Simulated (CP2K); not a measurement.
Wanted: the native input for a CP2K 2026.2 run.

```
Task                                : single point
Functional                          : PBE
Potentials or basis                 : POTENTIAL_UZH Cd GTH-PBE-q12; TZVP-MOLOPT-PBE-GTH basis
Density cutoff                      : 6123 eV
k mesh                              : 10 × 10 × 10
Occupations                         : fermi-dirac, width 0.05 eV
Spin                                : no spin polarisation
SCF solver                          : diagonalisation with k points
Quickstep method                    : GPW
EPS_DEFAULT                         : 1.0E-10
EPS_SCF                             : 1.0E-6
MAX_SCF                             : 100
SCF_GUESS                           : ATOMIC
k points reduced by the point group : yes
Mesh centred on Gamma               : yes
CHOLESKY                            : OFF
EPS_EIGVAL                          : 1.0E-7
MIXING METHOD                       : BROYDEN_MIXING
MIXING ALPHA                        : 0.4
NBUFFER                             : 8
NGRIDS                              : 5
Basis sets                          : Cd TZVP-MOLOPT-PBE-GTH-q12
Potentials                          : Cd GTH-PBE-q12 of POTENTIAL_UZH
ADDED_MOS                           : [8]
REL_CUTOFF (Ry)                     : 60 Ry
MIXING BETA (1/bohr)                : 1.5 1/bohr
CUTOFF of the grids                 : 450 Ry
```

Crystal: Cd.

```
CELL_PARAMETERS angstrom
3.14703 0.00000 0.00000
-1.03913 2.95140 0.00000
-1.05211 -1.48960 2.44653
ATOMIC_POSITIONS crystal
Cd 0.99699 0.98496 0.01511
```

The cell isn't the ideal one: cell strained at random at fixed volume.

The input as run:

cd_scf.inp

```
&GLOBAL
  PROJECT cd_scf
  RUN_TYPE ENERGY_FORCE
  PRINT_LEVEL LOW
&END GLOBAL
&FORCE_EVAL
  METHOD QS
  STRESS_TENSOR ANALYTICAL
  &DFT
    BASIS_SET_FILE_NAME BASIS_MOLOPT_UZH
    POTENTIAL_FILE_NAME POTENTIAL_UZH
    &MGRID
      CUTOFF 450
      REL_CUTOFF 60
      NGRIDS 5
    &END MGRID
    &QS
      METHOD GPW
      EPS_DEFAULT 1.0E-10
    &END QS
    &KPOINTS
      SCHEME MONKHORST-PACK 10 10 10
      GAMMA_CENTERED T
      SYMMETRY T
      SYMMETRY_BACKEND SPGLIB
    &END KPOINTS
    &SCF
      SCF_GUESS ATOMIC
      EPS_SCF 1.0E-6
      MAX_SCF 100
      ADDED_MOS 8
      CHOLESKY OFF
      EPS_EIGVAL 1.0E-7
      &DIAGONALIZATION ON
        ALGORITHM STANDARD
      &END DIAGONALIZATION
      &MIXING ON
        METHOD BROYDEN_MIXING
        ALPHA 0.4
        BETA 1.5
        NBUFFER 8
      &END MIXING
      &SMEAR ON
        METHOD FERMI_DIRAC
        ELECTRONIC_TEMPERATURE [K] 580.226
      &END SMEAR
    &END SCF
    &XC
      &XC_FUNCTIONAL PBE
      &END XC_FUNCTIONAL
    &END XC
    &PRINT
      &KPOINTS ON
      &END KPOINTS
      &MULLIKEN ON
      &END MULLIKEN
      &MO ON
        ENERGIES T
        OCCUPATION_NUMBERS T
        &EACH
          QS_SCF 0
        &END EACH
        ADD_LAST NUMERIC
      &END MO
      &LOWDIN ON
      &END LOWDIN
      &HIRSHFELD ON
        SHAPE_FUNCTION DENSITY
      &END HIRSHFELD
    &END PRINT
  &END DFT
  &SUBSYS
    &CELL
      ABC 3.1470271787 3.1289888994 3.0514528990
      ALPHA_BETA_GAMMA 110.2398850239 110.1689817891 109.3961784503
      PERIODIC XYZ
    &END CELL
    &COORD
      Cd  -0.0097340378 -0.0668910927 0.0369719838
    &END COORD
    &KIND Cd
      BASIS_SET TZVP-MOLOPT-PBE-GTH-q12
      POTENTIAL GTH-PBE-q12
    &END KIND
    &PRINT
      &ATOMIC_COORDINATES ON
      &END ATOMIC_COORDINATES
      &CELL ON
      &END CELL
    &END PRINT
  &END SUBSYS
  &PRINT
    &FORCES ON
    &END FORCES
    &STRESS_TENSOR ON
    &END STRESS_TENSOR
  &END PRINT
&END FORCE_EVAL
```

Potentials or basis: POTENTIAL_UZH Cd GTH-PBE-q12; TZVP-MOLOPT-PBE-GTH basis.

The run is started by

```console
$ OMP_NUM_THREADS=1 cp2k.psmp -i cd_scf.inp -o cd_scf.out
```

Results of the run:

The pressure is 1.4 GPa and the band gap on the k mesh is none (metal or under the smearing width).

Caveat: the basis of atomic orbitals isn't converged, which shifts pressures, moduli and gaps.

Wall time 72 s on 1 thread of Arm Neoverse V1, on a shared host, peak memory 0.28 GiB.
